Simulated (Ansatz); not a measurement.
# AlCu (Pm-3m): electronic heat capacity and spin susceptibility from the density of states

The calculation used DFT PBEsol, scalar-relativistic, plane waves, PAW (Ansatz).

Cutoff 420 eV; k points 14×14×14 on the computed 2-atom cell (Γ-centred); Gaussian smearing, width 0.10 eV; no spin polarisation.

Relaxed cell: Pm-3m, a = 2.956 Å, b = 2.956 Å, c = 2.956 Å, α = 90.00°, β = 90.00°, γ = 90.00°, 2 atoms in the primitive cell. Whether it is the stable form of this composition wasn't checked.

The density of states at the Fermi level is 0.578 states/eV in the cell of 2 atoms (1 formula unit; both spins, tetrahedra on a 21×21×21 mesh).

Problem. What Sommerfeld coefficient and Pauli susceptibility does this give?

Solution. Per formula unit N(E_F) = 0.578 states/eV. γ = (π²/3) k_B² N(E_F) N_A = 2.357 mJ/(mol K²) per state/eV, so γ = 1.4 mJ/(mol K²), a mole of formula units. χ_P = μ_B² N(E_F) N_A = 3.23×10⁻⁵ emu/mol per state/eV gives 1.9×10⁻⁵ emu/mol. This is the bare band result: a measured γ of the same phase is as a rule larger by a factor 1 + λ from phonons and spin fluctuations, the spin part of χ is larger by the Stoner factor, and a measured χ also holds orbital and core terms. N(E_F) at one energy is sensitive to the mesh where the density of states has sharp peaks.